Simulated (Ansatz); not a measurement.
**AgO: distorted cells**

Level of theory: Ansatz 0.2.0, DFT PBEsol, scalar-relativistic, plane waves, PAW.

Cutoff 420 eV; k points 16×16×16 on the computed 2-atom cell (Γ-centred); Gaussian smearing, width 0.10 eV; no spin polarisation.

Reference cell:

```yaml
crystal:
  lattice:
    - [0.00000, 2.40800, 2.40800]
    - [2.40800, 0.00000, 2.40800]
    - [2.40800, 2.40800, 0.00000]
  atoms:
    - { symbol: Ag, position: [0.00000, 0.00000, 0.00000] }
    - { symbol: O, position: [0.75000, 0.75000, 0.75000] }
```

Each variant moves atoms of this cell by the vectors given, if any (Å), and then applies a symmetric strain (tensor components, Cartesian axes). The reference cell isn't relaxed at this level. Energies are per atom at zero smearing, counted from the lowest variant. Pressure is positive in compression.

1. strain (xx yy zz yz xz xy, %) -1.75 -1.75 -1.75 0.00 0.00 0.00
2. strain (xx yy zz yz xz xy, %) -0.23 -0.23 -0.23 0.00 0.00 0.00
3. strain (xx yy zz yz xz xy, %) 0.38 0.38 0.38 0.00 0.00 0.00
4. strain (xx yy zz yz xz xy, %) -3.79 -3.79 -3.79 0.00 0.00 0.00

| result | ΔE (meV/atom) | P (GPa) |
| --- | --- | --- |
| A | 0.0 | 9.16 |
| B | 218.1 | 35.21 |
| C | 17.0 | 12.10 |
| D | 79.9 | 20.58 |

Which variant gave which result?

A is 3, B is 4, C is 2, D is 1. The pressure falls as the cell grows: from the smallest volume to the largest the variants are 4, 1, 2, 3.

Spin polarisation was left out, and a magnetic state may lie lower.